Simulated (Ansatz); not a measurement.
**V2O5: ¹⁷O NMR of the central transition**

Cell: a computed structure from the Materials Project (it need not be an observed phase).

Space group Pnma (No. 62); a = 9.9843, b = 3.5724, c = 9.9715 Å.

```csv
site,Wyckoff,site symmetry,x,y,z
V1,4c,.m.,0.1252,0.7500,0.0154
V5,4c,.m.,0.0704,0.2500,0.6048
O9,4c,.m.,0.0039,0.7500,0.2534
O10,4c,.m.,0.0634,0.7500,0.5433
O11,4c,.m.,0.0709,0.2500,0.0355
O12,4c,.m.,0.2098,0.7500,0.8801
O13,4c,.m.,0.2441,0.2500,0.6398
```

One atom of each set is listed.

All values are calculated (Ansatz; DFT, r2SCAN, plane waves and PAW, scalar-relativistic, 500 eV cutoff, Γ-centred 3×6×3 k-points, Fermi–Dirac smearing 0.02 eV), not measured.

¹⁷O has I = 5/2 and Q = -25.58 mb (Pyykkö 2018); at 14.1 T its Larmor frequency is ν₀ = 81.4 MHz. Only the quadrupole interaction is simulated: positions count from each site's isotropic chemical shift, and J coupling is left out, as are shift anisotropy and dipolar coupling, which fast spinning averages.

(1) What does the ¹⁷O spectrum (fast magic-angle spinning) show for each site?

Answers

(1) 

```json
{"site": "O9", "first shell": "1 V at 1.60 Å", "C_Q (MHz)": "0.932", "η": "0.73", "P_Q (MHz)": "1.01", "δ_QIS (ppm)": "-0.926", "breadth (kHz)": "0.173"}
{"site": "O10", "first shell": "3 V at 1.89–1.99 Å", "C_Q (MHz)": "2.99", "η": "0.75", "P_Q (MHz)": "3.25", "δ_QIS (ppm)": "-9.58", "breadth (kHz)": "1.78"}
{"site": "O11", "first shell": "3 V at 1.88–2.02 Å", "C_Q (MHz)": "3.33", "η": "0.65", "P_Q (MHz)": "3.56", "δ_QIS (ppm)": "-11.5", "breadth (kHz)": "2.15"}
{"site": "O12", "first shell": "1 V at 1.59 Å", "C_Q (MHz)": "1.09", "η": "0.24", "P_Q (MHz)": "1.10", "δ_QIS (ppm)": "-1.10", "breadth (kHz)": "0.204"}
{"site": "O13", "first shell": "2 V at 1.77–1.80 Å, angle 125°", "C_Q (MHz)": "2.79", "η": "0.03", "P_Q (MHz)": "2.79", "δ_QIS (ppm)": "-7.05", "breadth (kHz)": "1.24"}
```

δ_QIS = −(ν_Q²/30ν₀²)[I(I+1) − 3/4](1 + η²/3) × 10⁶ ppm with ν_Q = 3|C_Q|/[2I(2I−1)]; it falls as 1/B₀² in ppm, and the breadth as 1/B₀ in kHz.

At O10 V_zz stands upright on the plane through its three neighbours (within 11°). At O12 V_zz points along its bond to V (within 7°). At O13 V_zz points along the bisector of its two bonds (within 2°).

At this cell the principal stresses reach 5 GPa in size with r2SCAN, which can matter for small gradients. The largest force is 1.1 eV/Å, so the atoms aren't at the calculated equilibrium and relaxing them would move these values.

Hardware: 1 thread of Arm Neoverse V2 (aarch64; 8 cores open to the job, memory cap 3.0 GiB, no GPU), a shared host with a load of 0.6 a core. Wall time 3.3 min, CPU time 3.3 min, peak memory 1.6 GiB.
